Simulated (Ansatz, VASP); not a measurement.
# One calculation of BN, two programs

```
CELL_PARAMETERS angstrom
0.00000 1.82557 1.80750
1.82557 0.00000 1.80750
1.82557 1.82557 0.00000
ATOMIC_POSITIONS crystal
B 0.00000 0.00000 0.00000
N 0.75000 0.75000 0.75000
```

Change from the starting cell: equal xx and yy strain of +1 %, PAW files.

Alike in both runs: task electric field gradients; functional LDA; k mesh 11 × 11 × 11; occupations fermi-dirac, width 0.02 eV; no spin polarisation.

|  | VASP | Ansatz |
| --- | --- | --- |
| version | VASP 6.6.1 | Ansatz 0.2.0 |
| potentials or method | VASP PAW LDA potentials, release 64 (B, N) | PAW with Ansatz's default frozen-core files, scalar-relativistic |
| plane-wave cutoff (eV) | 520 | 420 |
| valence electrons in the cell | 8 | 8 |

VASP gave:

```
gap on the k mesh at the Fermi level (eV)                      : 4.25
pressure (GPa)                                                 : -17.1
largest component of the traceless stress (GPa)                : 3.95
Vzz of the field gradient on the site that differs most (V/Å²) : 0.4
```

Estimate Ansatz's values.

gap on the k mesh at the Fermi level (eV): 4.27; pressure (GPa): -17.9; largest component of the traceless stress (GPa): 3.96; Vzz of the field gradient on the site that differs most (V/Å²): 0.3.

Caveats: so large a pressure means that the cell lies far from this level's equilibrium, or that cutoff or potentials fall short (VASP); an odd mesh through Γ misses points on the zone boundary, where band edges often lie.
